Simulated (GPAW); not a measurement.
## free-standing triangular Ru monolayer, spacing 3.288 A: a list in the functional

Two starts of free-standing triangular Ru monolayer, spacing 3.288 A are run at each set of the functional. What moves?

Main program and level: GPAW 26.7.0; several functionals; plane waves with GPAW's PAW setups, scalar-relativistic.

## 1. The starting structure

The cell holds 1 atom: 1 Ru. Its edges and angles: a = 3.288 Å, b = 3.288 Å, c = 14.000 Å, α = 90.0°, β = 90.0°, γ = 120.0°. model lattice. Vacuum lies along c.

Coordinates:

```
Ru
1.0
     3.28800    0.00000    0.00000
    -1.64400    2.84749    0.00000
     0.00000    0.00000   14.00000
Ru
1
Direct
  0.00000 0.00000 0.50000
```

## 2. Set 1 (LDA), start ferro +

Each set takes another functional on the same cell and mesh.

order1.py reads:

```python
import json
import numpy as np
from ase import Atoms
from ase.parallel import paropen, parprint
from gpaw import GPAW

atoms = Atoms(['Ru'],
    cell=[[3.288, 0.0, 0.0],
         [-1.644, 2.847492, 0.0],
         [0.0, 0.0, 14.0]],
    scaled_positions=[[0.0, 0.0, 0.5]],
    pbc=True,
    magmoms=[1.5])
atoms.calc = GPAW(mode={'name': 'pw', 'ecut': 600},
    xc='LDA',
    kpts={'size': (10, 10, 1), 'gamma': True},
    occupations={'name': 'marzari-vanderbilt', 'width': 0.1},
    convergence={'density': 0.0001, 'energy': 1e-05},
    maxiter=200,
    symmetry={'tolerance': 1e-4},
    txt='order1.txt')
e = atoms.get_potential_energy(force_consistent=True)
res = {'free_energy': e, 'energy_sigma0': atoms.get_potential_energy(), 'fermi_energy': atoms.calc.get_fermi_level()}
res['moments'] = atoms.get_magnetic_moments().tolist()
res['total'] = atoms.get_magnetic_moment()
parprint('site moments (muB):', np.round(res['moments'], 3))
parprint(f"total moment: {res['total']:.3f} muB")
parprint(f'free energy: {e:.6f} eV')
atoms.calc.write('order1.gpw')
with paropen('results.json', 'w') as f:
    json.dump(res, f)
```

Run with:

```console
OMP_NUM_THREADS=1 python3 order1.py > order1.log
```

What it wrote:

```text
site moments (muB): [2.394]
total moment: 2.732 muB
free energy: -5.579902 eV

--- order1.txt ---
Input parameters:
  mode=PW(ecut=600),
  convergence={'density': 0.0001, 'energy': 1e-05},
  kpts=MonkhorstPack(size=(10, 10, 1), gamma=True),
  maxiter=200,
  occupations=Occupations(name='marzari-vanderbilt', width=0.1),
  symmetry=Symmetry(tolerance=0.0001),
  xc=XC(name='LDA')

Diagonalizing LCAO Hamiltonian
Converting LCAO to pw mode

       Ru

Atoms  # Å, Bohr magnetons
|   | symbol |        x |        y |        z |    initial magnetic moments |
|---|--------|----------|----------|----------|-----------------------------|
| 0 |     Ru | 0.000000 | 0.000000 | 7.000000 | ( 0.0000,  0.0000,  1.5000) |

Unit cell  # Å
| periodic |         x |        y |         z |   lengths |     angles |
|----------|-----------|----------|-----------|-----------|------------|
|      yes |  3.288000 | 0.000000 |  0.000000 |  3.288000 |  90.000000 |
|      yes | -1.644000 | 2.847492 |  0.000000 |  3.288000 |  90.000000 |
|      yes |  0.000000 | 0.000000 | 14.000000 | 14.000000 | 119.999996 |

Number of symmetries: 24

BZ-sampling:
  Number of BZ points: 100
  Number of IBZ points: 14

  Monkhorst-Pack size: [10, 10, 1]
  Monkhorst-Pack shift: [0.05, 0.05, 0.0]

Plane wave coefficients: 4413
Cutoff: 600.0 eV

Spin-components: 2 (collinear spins)
Bands:           13
Projectors:      6
Spin-degeneracy: 1
Datatype:        complex128

Parallelization:
  kpt:    1
  domain: 1
  band:   1

Density:
  Valence electrons: 16.0
  Components: 2
  Grid points: [20 20 80]
  Charge: 0.0  # |e|

Potential:
  Grid points: [20 20 80]

[... setups left out ...]
Reference energy: -123123.414955  # eV

eigensolver:
  PPCG
  Converge bands: occupied
  niter=2

density mixing:
  MSR1-Mixer
  Pratt-step length: 0.05
  Maximum mixing coefficient: 0.75
  Old densities: 10
  SVD Regularization: 0.005
  Good broyden scale: 1.0
  Trust region scale: 1.0
  Backstep threshold: 4.0
  History deletion threshold: 6.0
  Fourier metric: weight=20.0, sigma=0.015

occupation numbers:
  Marzari-Vanderbilt:
    width: 0.1000  # eV

poisson solver:
  ecut: 4800.0  # eV

xc functional:
  name: None

convergence criteria:
- Maximum integral of absolute [dens]ity change: 0.0001 electrons / valence electron
- Maximum [total energy] change in last 3 cyles: 1e-05 eV / valence electron
- Maximum integral of absolute [eigenst]ate change: 4e-08 eV^2 / valence electron
maximum number of iterations: 200

SCF iterations
|iter     |      energy | eigst |  dens |  magmom |
|---------|-------------|-------|-------|---------|
|iter:   1|       0s |   -5.827745 | +0.37 |       |  +1.4942|
|iter:   2|       0s |   -5.645277 | -0.85 | -0.80 |  +1.5297|
|iter:   3|       1s |   -5.453295 | -0.89 | -0.85 |  +1.9322|
|iter:   4|       1s |   -5.531905 | -1.93 | -1.25 |  +2.2261|
|iter:   5|       2s |   -5.577225 | -2.15 | -1.41 |  +2.6811|
|iter:   6|       2s |   -5.579315 | -2.98 | -1.95 |  +2.6963|
|iter:   7|       3s |   -5.579767 | -3.68 | -2.27 |  +2.7172|
|iter:   8|       4s |   -5.579886 | -4.25 | -2.78 |  +2.7325|
|iter:   9|       4s |   -5.579901c| -4.87 | -3.06 |  +2.7320|
|iter:  10|       5s |   -5.579902c| -5.36 | -3.95 |  +2.7322|
|iter:  11|       5s |   -5.579902c| -5.85 | -4.23c|  +2.7323|
|iter:  12|       6s |   -5.579902c| -6.28 | -5.25c|  +2.7323|
|iter:  13|       6s |   -5.579902c| -6.77 | -5.66c|  +2.7323|
|iter:  14|       7s |   -5.579902c| -7.17 | -6.23c|  +2.7323|
|iter:  15|       7s |   -5.579902c| -7.58c| -6.77c|  +2.7323|

Converged in 15 steps
Energy contributions relative to reference atoms: (reference = -123123.414955)

Energy contributions:
  Kinetic:         -13.439134
  Coulomb:           9.881289
  Zero:             -0.401277
  External:          0.000000
  Xc:               -1.617936
  Entropy:          -0.002845
  Spinorbit:         0.000000
  ----------------------------
  Free energy:      -5.579902
  Extrapolated:     -5.579902

dipole moment: (-5.666703, -9.815020, -0.000000)  # |e|*Ang

Total magnetic moment: (0.000000, 0.000000, 2.732288)

Local magnetic moments
|        x |        y |        z |
|----------|----------|----------|
| 0.000000 | 0.000000 | 2.394295 |  # Ru   0

Fermi level: -3.042
Eigenvalues  # (at kpt = [0.000, 0.000, 0.000])
| band index |      eig [eV] | occ [0-1] |      eig [eV] | occ [0-1] |
|------------|---------------|-----------|---------------|-----------|
|          0 |       -75.752 |     1.000 |       -74.113 |     1.000 |
|          1 |       -46.125 |     1.000 |       -44.226 |     1.000 |
|          2 |       -45.678 |     1.000 |       -44.060 |     1.000 |
|          3 |       -45.678 |     1.000 |       -44.060 |     1.000 |
|          4 |        -6.625 |     1.000 |        -5.943 |     1.000 |
|          5 |        -4.918 |     1.000 |        -3.259 |     1.028 |
|          6 |        -4.554 |     1.000 |        -3.174 |     1.081 |
|          7 |        -4.554 |     1.000 |        -3.174 |     1.081 |
|          8 |        -3.975 |     1.000 |        -2.241 |     0.000 |
|          9 |        -3.975 |     1.000 |        -2.241 |     0.000 |
|         10 |        -1.592 |     0.000 |        -1.135 |     0.000 |
|         11 |         1.556 |     0.000 |         1.647 |     0.000 |
|         12 |         2.704 |     0.000 |         2.793 |     0.000 |

No gap
No difference between direct/indirect transitions
```

The job ended after 10 s (1 MPI rank of AMD EPYC 9R45, shared host; peak memory 0.23 GiB).

Read from the output:

* magnetization: 2.732 μB
* final state: ferromagnetic
* largest moment: 2.394 μB

After 15 cycles the largest moment stands at 2.39 μB.

## 3. Set 1 (LDA), start antiferro q=(0,1/2,0) +-

The second start gives the energy difference between the two end states, the quantity that is followed from set to set. Its q is in fractions of the reciprocal vectors of the first run's cell.

order2.py is the script of step 2 with these lines changed:

```diff
@@ -6,12 +6,13 @@
 
-atoms = Atoms(['Ru'],
+atoms = Atoms(['Ru', 'Ru'],
     cell=[[3.288, 0.0, 0.0],
-         [-1.644, 2.847492, 0.0],
+         [-3.288, 5.694984, 0.0],
          [0.0, 0.0, 14.0]],
-    scaled_positions=[[0.0, 0.0, 0.5]],
+    scaled_positions=[[0.0, 0.0, 0.5],
+         [0.0, 0.5, 0.5]],
     pbc=True,
-    magmoms=[1.5])
+    magmoms=[1.5, -1.5])
 atoms.calc = GPAW(mode={'name': 'pw', 'ecut': 600},
     xc='LDA',
-    kpts={'size': (10, 10, 1), 'gamma': True},
+    kpts={'size': (10, 5, 1), 'gamma': True},
     occupations={'name': 'marzari-vanderbilt', 'width': 0.1},
@@ -20,3 +21,3 @@
     symmetry={'tolerance': 1e-4},
-    txt='order1.txt')
+    txt='order2.txt')
 e = atoms.get_potential_energy(force_consistent=True)
@@ -28,3 +29,3 @@
 parprint(f'free energy: {e:.6f} eV')
-atoms.calc.write('order1.gpw')
+atoms.calc.write('order2.gpw')
 with paropen('results.json', 'w') as f:
```

Run with:

```console
OMP_NUM_THREADS=1 python3 order2.py > order2.log
```

What it wrote:

```text
site moments (muB): [ 2.18 -2.18]
total moment: 0.000 muB
free energy: -10.860877 eV

--- order2.txt ---
Input parameters:
  mode=PW(ecut=600),
  convergence={'density': 0.0001, 'energy': 1e-05},
  kpts=MonkhorstPack(size=(10, 5, 1), gamma=True),
  maxiter=200,
  occupations=Occupations(name='marzari-vanderbilt', width=0.1),
  symmetry=Symmetry(tolerance=0.0001),
  xc=XC(name='LDA')

Diagonalizing LCAO Hamiltonian
Converting LCAO to pw mode

         Ru
           Ru

Atoms  # Å, Bohr magnetons
|   | symbol |         x |        y |        z |    initial magnetic moments |
|---|--------|-----------|----------|----------|-----------------------------|
| 0 |     Ru |  0.000000 | 0.000000 | 7.000000 | ( 0.0000,  0.0000,  1.5000) |
| 1 |     Ru | -1.644000 | 2.847492 | 7.000000 | ( 0.0000,  0.0000, -1.5000) |

Number of symmetries: 4

BZ-sampling:
  Number of BZ points: 50
  Number of IBZ points: 26

  Monkhorst-Pack size: [10, 5, 1]
  Monkhorst-Pack shift: [0.05, 0.0, 0.0]

Plane wave coefficients: 8782
Cutoff: 600.0 eV

Spin-components: 2 (collinear spins)
Bands:           24
Projectors:      12
Spin-degeneracy: 1
Datatype:        complex128

Parallelization:
  kpt:    1
  domain: 1
  band:   1

Density:
  Valence electrons: 32.0
  Components: 2
  Grid points: [20 40 80]
  Charge: 0.0  # |e|

Potential:
  Grid points: [20 40 80]

[... setups left out ...]
Reference energy: -246246.829911  # eV

convergence criteria:
- Maximum integral of absolute [dens]ity change: 0.0001 electrons / valence electron
- Maximum [total energy] change in last 3 cyles: 1e-05 eV / valence electron
[...]
|iter:  13|      53s |  -10.860876c| -6.27 | -4.39c|  +0.0000|
|iter:  14|      57s |  -10.860877c| -6.70 | -4.64c|  +0.0000|
|iter:  15|      61s |  -10.860877c| -7.05 | -4.94c|  +0.0000|
|iter:  16|      64s |  -10.860877c| -7.45c| -5.38c|  +0.0000|

Converged in 16 steps
Energy contributions relative to reference atoms: (reference = -246246.829911)

Energy contributions:
  Kinetic:         -28.577375
  Coulomb:          21.034938
  Zero:             -0.768498
  External:          0.000000
  Xc:               -2.541325
  Entropy:          -0.008616
  Spinorbit:         0.000000
  ----------------------------
  Free energy:     -10.860877
  Extrapolated:    -10.860877

dipole moment: (-11.348892, -19.656860, 0.000003)  # |e|*Ang

Total magnetic moment: (0.000000, 0.000000, 0.000001)

Local magnetic moments
|        x |        y |         z |
|----------|----------|-----------|
| 0.000000 | 0.000000 |  2.179562 |  # Ru   0
| 0.000000 | 0.000000 | -2.179561 |  # Ru   1

Fermi level: -2.982
Eigenvalues  # (at kpt = [0.000, 0.000, 0.000])
| band index |      eig [eV] | occ [0-1] |      eig [eV] | occ [0-1] |
|------------|---------------|-----------|---------------|-----------|
|          0 |       -75.738 |     1.000 |       -75.738 |     1.000 |
|        ... |               |           |               |           |
|          7 |       -44.192 |     1.000 |       -44.192 |     1.000 |
|          8 |        -6.275 |     1.000 |        -6.275 |     1.000 |
|          9 |        -5.321 |     1.000 |        -5.321 |     1.000 |
|         10 |        -4.885 |     1.000 |        -4.885 |     1.000 |
[...]
|         20 |        -0.743 |     0.000 |        -0.743 |     0.000 |
|         21 |         1.306 |     0.000 |         1.306 |     0.000 |
|         22 |         1.612 |     0.000 |         1.612 |     0.000 |
|         23 |         2.731 |     0.000 |         2.731 |     0.000 |

No gap
No difference between direct/indirect transitions
```

Wall time 73 s (1 MPI rank); peak memory 0.49 GiB.

Numbers from this step:

```
magnetization  : 0 μB
final state    : antiferromagnetic
largest moment : 2.180 μB
```

This start lies +149.5 meV a seeded atom from the first; its largest moment is 2.18 μB.

## 4. Set 2 (PBE), start ferro +

order1.py is the script of step 2 with these lines changed:

```diff
@@ -14,3 +14,3 @@
 atoms.calc = GPAW(mode={'name': 'pw', 'ecut': 600},
-    xc='LDA',
+    xc='PBE',
     kpts={'size': (10, 10, 1), 'gamma': True},
```

Run with:

```console
OMP_NUM_THREADS=1 python3 order1.py > order1.log
```

What it wrote:

```text
site moments (muB): [2.457]
total moment: 2.742 muB
free energy: -5.269059 eV

--- order1.txt ---
Input parameters:
  mode=PW(ecut=600),
  convergence={'density': 0.0001, 'energy': 1e-05},
  kpts=MonkhorstPack(size=(10, 10, 1), gamma=True),
  maxiter=200,
  occupations=Occupations(name='marzari-vanderbilt', width=0.1),
  symmetry=Symmetry(tolerance=0.0001),
  xc=XC(name='PBE')

Diagonalizing LCAO Hamiltonian
[...]
|          3 |       -45.393 |     1.000 |       -43.623 |     1.000 |
|          4 |        -6.074 |     1.000 |        -5.517 |     1.000 |
[...]
|          9 |        -3.704 |     1.000 |        -1.746 |     0.000 |
|         10 |        -1.256 |     0.000 |        -0.737 |     0.000 |
|         11 |         1.521 |     0.000 |         1.650 |     0.000 |
|         12 |         2.665 |     0.000 |         2.791 |     0.000 |

No gap
No difference between direct/indirect transitions


[key lines of the parts left out:]
Free energy:      -5.269059
Converged in 15 steps
dipole moment: (-5.640197, -9.769110, -0.000000)  # |e|*Ang
Fermi level: -2.509
```

Run time: 12 s. Hardware: 1 MPI rank; peak memory 0.24 GiB.

Read from the output:

```
magnetization  : 2.742 μB
final state    : ferromagnetic
largest moment : 2.457 μB
```

The largest moment moves by +0.06 μB from set 1, at 1.1 times its CPU time.

## 5. Set 2 (PBE), start antiferro q=(0,1/2,0) +-

order2.py is the script of step 3 with these lines changed:

```diff
@@ -15,3 +15,3 @@
 atoms.calc = GPAW(mode={'name': 'pw', 'ecut': 600},
-    xc='LDA',
+    xc='PBE',
     kpts={'size': (10, 5, 1), 'gamma': True},
```

Run with:

```console
OMP_NUM_THREADS=1 python3 order2.py > order2.log
```

What it wrote:

```text
site moments (muB): [ 2.361 -2.361]
total moment: -0.000 muB
free energy: -10.245893 eV

--- order2.txt ---
Input parameters:
  mode=PW(ecut=600),
  convergence={'density': 0.0001, 'energy': 1e-05},
  kpts=MonkhorstPack(size=(10, 5, 1), gamma=True),
  maxiter=200,
  occupations=Occupations(name='marzari-vanderbilt', width=0.1),
  symmetry=Symmetry(tolerance=0.0001),
  xc=XC(name='PBE')

Diagonalizing LCAO Hamiltonian
[...]
|          9 |        -5.015 |     1.000 |        -5.015 |     1.000 |
|         10 |        -4.805 |     1.000 |        -4.805 |     1.000 |
[...]
|         20 |        -0.385 |     0.000 |        -0.385 |     0.000 |
|         21 |         1.598 |     0.000 |         1.598 |     0.000 |
|         22 |         1.763 |     0.000 |         1.763 |     0.000 |
|         23 |         2.719 |     0.000 |         2.719 |     0.000 |

No gap
No difference between direct/indirect transitions


[key lines of the parts left out:]
Free energy:     -10.245893
Converged in 20 steps
dipole moment: (-11.296341, -19.565838, 0.000003)  # |e|*Ang
Fermi level: -2.519
```

Wall time 93 s (1 MPI rank); peak memory 0.51 GiB.

This step gave:

- magnetization: 0 μB
- final state: antiferromagnetic
- largest moment: 2.361 μB

This start lies +146.1 meV a seeded atom from the first, a change of -3.4 meV since set 1; its largest moment is 2.36 μB.

## 6. Set 3 (revPBE), start ferro +

order1.py is the script of step 4 with these lines changed:

```diff
@@ -14,3 +14,3 @@
 atoms.calc = GPAW(mode={'name': 'pw', 'ecut': 600},
-    xc='PBE',
+    xc='revPBE',
     kpts={'size': (10, 10, 1), 'gamma': True},
```

Run with:

```console
OMP_NUM_THREADS=1 python3 order1.py > order1.log
```

What it wrote:

```text
site moments (muB): [2.467]
total moment: 2.741 muB
free energy: -5.079224 eV

--- order1.txt ---
Input parameters:
  mode=PW(ecut=600),
  convergence={'density': 0.0001, 'energy': 1e-05},
  kpts=MonkhorstPack(size=(10, 10, 1), gamma=True),
  maxiter=200,
  occupations=Occupations(name='marzari-vanderbilt', width=0.1),
  symmetry=Symmetry(tolerance=0.0001),
  xc=XC(name='revPBE')

Diagonalizing LCAO Hamiltonian
[...]
|          3 |       -45.251 |     1.000 |       -43.473 |     1.000 |
|          4 |        -5.893 |     1.000 |        -5.365 |     1.000 |
[...]
|          9 |        -3.589 |     1.000 |        -1.594 |     0.000 |
|         10 |        -1.089 |     0.000 |        -0.581 |     0.000 |
|         11 |         1.458 |     0.000 |         1.598 |     0.000 |
|         12 |         2.577 |     0.000 |         2.728 |     0.000 |

No gap
No difference between direct/indirect transitions


[key lines of the parts left out:]
Free energy:      -5.079224
Converged in 15 steps
dipole moment: (-5.634159, -9.758651, -0.000000)  # |e|*Ang
Fermi level: -2.338
```

The job ended after 11 s (1 MPI rank; peak memory 0.24 GiB).

This step gave:

* magnetization: 2.741 μB
* final state: ferromagnetic
* largest moment: 2.467 μB

The largest moment moves by +0.01 μB from set 2, at 0.99 times its CPU time.

## 7. Set 3 (revPBE), start antiferro q=(0,1/2,0) +-

order2.py is the script of step 5 with these lines changed:

```diff
@@ -15,3 +15,3 @@
 atoms.calc = GPAW(mode={'name': 'pw', 'ecut': 600},
-    xc='PBE',
+    xc='revPBE',
     kpts={'size': (10, 5, 1), 'gamma': True},
```

Run with:

```console
OMP_NUM_THREADS=1 python3 order2.py > order2.log
```

What it wrote:

```text
site moments (muB): [ 2.376 -2.376]
total moment: -0.000 muB
free energy: -9.875138 eV

--- order2.txt ---
Input parameters:
  mode=PW(ecut=600),
  convergence={'density': 0.0001, 'energy': 1e-05},
  kpts=MonkhorstPack(size=(10, 5, 1), gamma=True),
  maxiter=200,
  occupations=Occupations(name='marzari-vanderbilt', width=0.1),
  symmetry=Symmetry(tolerance=0.0001),
  xc=XC(name='revPBE')

Diagonalizing LCAO Hamiltonian
[...]
|          9 |        -4.888 |     1.000 |        -4.888 |     1.000 |
|         10 |        -4.756 |     1.000 |        -4.756 |     1.000 |
[...]
|         20 |        -0.239 |     0.000 |        -0.239 |     0.000 |
|         21 |         1.532 |     0.000 |         1.532 |     0.000 |
|         22 |         1.946 |     0.000 |         1.946 |     0.000 |
|         23 |         2.635 |     0.000 |         2.635 |     0.000 |

No gap
No difference between direct/indirect transitions


[key lines of the parts left out:]
Free energy:      -9.875138
Converged in 27 steps
dipole moment: (-11.282889, -19.542537, 0.000003)  # |e|*Ang
Fermi level: -2.337
```

Run time: 2.1 min. Hardware: 1 MPI rank; peak memory 0.51 GiB.

This step gave:

```
magnetization  : 0 μB
final state    : antiferromagnetic
largest moment : 2.376 μB
```

This start lies +141.7 meV a seeded atom from the first, a change of -4.5 meV since set 2; its largest moment is 2.38 μB.

## 8. Set 4 (RPBE), start ferro +

order1.py is the script of step 6 with these lines changed:

```diff
@@ -14,3 +14,3 @@
 atoms.calc = GPAW(mode={'name': 'pw', 'ecut': 600},
-    xc='revPBE',
+    xc='RPBE',
     kpts={'size': (10, 10, 1), 'gamma': True},
```

Run with:

```console
OMP_NUM_THREADS=1 python3 order1.py > order1.log
```

What it wrote:

```text
site moments (muB): [2.474]
total moment: 2.741 muB
free energy: -5.045151 eV

--- order1.txt ---
Input parameters:
  mode=PW(ecut=600),
  convergence={'density': 0.0001, 'energy': 1e-05},
  kpts=MonkhorstPack(size=(10, 10, 1), gamma=True),
  maxiter=200,
  occupations=Occupations(name='marzari-vanderbilt', width=0.1),
  symmetry=Symmetry(tolerance=0.0001),
  xc=XC(name='RPBE')

Diagonalizing LCAO Hamiltonian
[...]
|          3 |       -45.259 |     1.000 |       -43.469 |     1.000 |
|          4 |        -5.880 |     1.000 |        -5.361 |     1.000 |
[...]
|          9 |        -3.594 |     1.000 |        -1.582 |     0.000 |
|         10 |        -1.093 |     0.000 |        -0.643 |     0.000 |
|         11 |         1.443 |     0.000 |         1.589 |     0.000 |
|         12 |         2.588 |     0.000 |         2.734 |     0.000 |

No gap
No difference between direct/indirect transitions


[key lines of the parts left out:]
Free energy:      -5.045151
Converged in 15 steps
dipole moment: (-5.631763, -9.754501, -0.000000)  # |e|*Ang
Fermi level: -2.335
```

Elapsed: 12 s, on 1 MPI rank; peak memory 0.24 GiB.

Numbers from this step:

* magnetization: 2.741 μB
* final state: ferromagnetic
* largest moment: 2.474 μB

The largest moment moves by +0.01 μB from set 3, at 1.0 times its CPU time.

(Part 1 of 2 ends here.)

[Logs and program files are shortened in this print: banners, set-up blocks, solver, clock and traceback lines can be left out without a mark of their own.]

[Logs are printed without paths, hosts, clocks, repeated set-up lines and the standing remarks that a program may print on its own settings, such as how far it seeks lower states.]

[Hosts, paths, dates, database ids (printed as entryN), source tags and the programs' standing remarks are cut or masked in the printed files.]

[Where a cell is said to come from a database of computed structures, the database is the Materials Project.]
